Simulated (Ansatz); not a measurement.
# MgS: pressure against volume, fitted

```yaml
crystal:
  lattice:
    - [0.00000, 2.60165, 2.60165]
    - [2.60165, 0.00000, 2.60165]
    - [2.60165, 2.60165, 0.00000]
  atoms:
    - { symbol: Mg, position: [0.00000, 0.00000, 0.00000] }
    - { symbol: S, position: [0.50000, 0.50000, 0.50000] }
```

Atoms are numbered in the order listed.

Conventional cell: a = 5.203 Å, b = 5.203 Å, c = 5.203 Å, α = 90.00°, β = 90.00°, γ = 90.00°. Mg (atom 1) is surrounded by 6 S at 2.60 Å. Around S (atom 2) lie 6 Mg at 2.60 Å.

The cell is COD entry 9008672, as deposited and not checked against the literature; nothing was relaxed.

Method: DFT, PBE, all-electron LAPW, scalar-relativistic (Ansatz 0.2.0).

Numerical set-up: a Γ-centred 8×8×8 k mesh, Fermi–Dirac smearing of 0.01 eV, basis error target 0.25 meV/atom, no spin polarisation.

The cell is scaled evenly. Fractional coordinates are held (clamped ions).

```
V (Å³/atom)  P (GPa)
     16.553     6.66
     17.257     2.81
     17.433     1.96
     17.609     1.15
     17.786     0.39
     17.962    -0.34
     18.314    -1.70
     18.666    -2.92
```

(1) Fit a third-order Birch–Murnaghan curve to the pressures.

(2) Predict the pressure at the withheld volume, 16.905 Å³/atom.

Answers

(1) P = (3B0/2)(y^(7/2) − y^(5/2))[1 + (3/4)(B0′ − 4)(y − 1)] with y = (V0/V)^(2/3) fits within 0.01 GPa for V0 = 17.878 Å³/atom, B0 = 73.9 GPa and B0′ = 4.07.

(2) There y = 1.0380, so the fit gives 4.64 GPa; the run gave 4.63 GPa.
